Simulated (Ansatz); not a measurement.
**Ge: levels along high-symmetry lines**

```
Ge
1.0
     0.00000    2.82877    2.82877
     2.82877    0.00000    2.82877
     2.82877    2.82877    0.00000
Ge
2
Direct
  0.50000 0.50000 0.50000
  0.75000 0.75000 0.75000
```

Atoms are numbered in the order listed.

The cell comes from COD entry 9011050, which wasn't checked; take it as a given geometry.

Theory: Ansatz 0.2.0, DFT, PBE, all-electron LAPW, Dirac equation with spin-orbit coupling.

Settings: a Γ-centred 11×11×11 k mesh, Fermi–Dirac smearing of 0.05 eV, basis error target 0.5 meV/atom, no spin polarisation.

Points in fractions of the reciprocal vectors of this cell: Γ (0, 0, 0), X (0.5, 0, 0.5), U (0.625, 0.25, 0.625), K (0.375, 0.375, 0.75), L (0.5, 0.5, 0.5), W (0.5, 0.25, 0.75). The path joins them by straight lines in the order Γ–X–U–K–Γ–L–W–X; legs that retrace an earlier one aren't tabulated. Energies are in eV from the Fermi level.

(1) Is there a gap?

(2) List the levels between -14 and 6 eV at the symmetry points.

## Answers

(1) None at this level of theory (metallic, semimetallic, or a small gap that the functional closes).

(2) 
Γ: -12.85 (×2), -0.28 (×2), -0.04 (×2), 0.01 (×4), 2.33 (×2), 2.54 (×4)
X: -8.97 (×4), -3.16 (×4), 0.67 (×4)
U: -9.44 (×2), -8.37 (×2), -4.42 (×2), -2.72 (×2), 1.08 (×2), 4.00 (×2)
K: -9.44 (×2), -8.37 (×2), -4.42 (×2), -2.72 (×2), 1.08 (×2), 4.00 (×2)
L: -10.76 (×2), -7.68 (×2), -1.58 (×2), -1.40 (×2), 0.10 (×2), 3.61 (×2), 3.71 (×2)
W: -8.88 (×2), -8.86 (×2), -4.02 (×2), -3.95 (×2), 4.17 (×2), 4.31 (×2), 4.63 (×2), 4.64 (×2)
